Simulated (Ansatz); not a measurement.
Set up this calculation in Ansatz 0.2.0, as the native input.

| Quantity | Value |
| --- | --- |
| Task | single point |
| Functional | PBE |
| Potentials or basis | Ansatz PAW |
| Cutoff | 420 eV (not typed: the program's choice for these potentials) |
| k mesh | 10 × 10 × 10 |
| Occupations | gaussian, width 0.014 eV |
| Spin | no spin polarisation |

Crystal: GaN.

```
Ga N
1.0
     0.00000    2.25350    2.25350
     2.25350    0.00000    2.25350
     2.25350    2.25350    0.00000
Ga N
1 1
Cartesian
  0.0000 0.0000 0.0000
  1.1268 1.1268 1.1268
```

The cell is a database's computed one.

One way to write it, as run:

input.yaml

```yaml
crystal:
  lattice:
    - [0.0, 2.2535006075, 2.2535006075]
    - [2.2535006075, 0.0, 2.2535006075]
    - [2.2535006075, 2.2535006075, 0.0]
  atoms:
    - { symbol: Ga, position: [0.0, 0.0, 0.0] }
    - { symbol: "N", position: [0.25, 0.25, 0.25] }
hamiltonian:
  xc: pbe
  pseudopotentials: { kind: paw }
kpoints:
  mp_grid: { grid: [10, 10, 10] }
scf:
  occupations: { method: gaussian, width: 0.014 }
output:
  forces: true
  stress: true
  eigenvalues: true
  write_density: true
  write_potential: true
  elf: true
  volumetric_format: npy
```

Potentials or basis: Ansatz PAW.

Launch:

```sh
$ ansatz run input.yaml --threads 2 --pin off --max-ram 5632MiB --backend cpu --events-out ev --progress --plain --runs-dir out
```

It gave:

```yaml
Pressure: 5.0 GPa
Band_gap_on_the_k_mesh: 1.72 eV, direct
```

Caveat: the pressure holds a Pulay correction of +0.5 GPa for the finite cutoff.

It took 2.8 s on 2 threads of Intel(R) Xeon(R) Processor @ 2.50GHz (Skylake/Cascade Lake), on a shared host, peak memory 0.32 GiB.
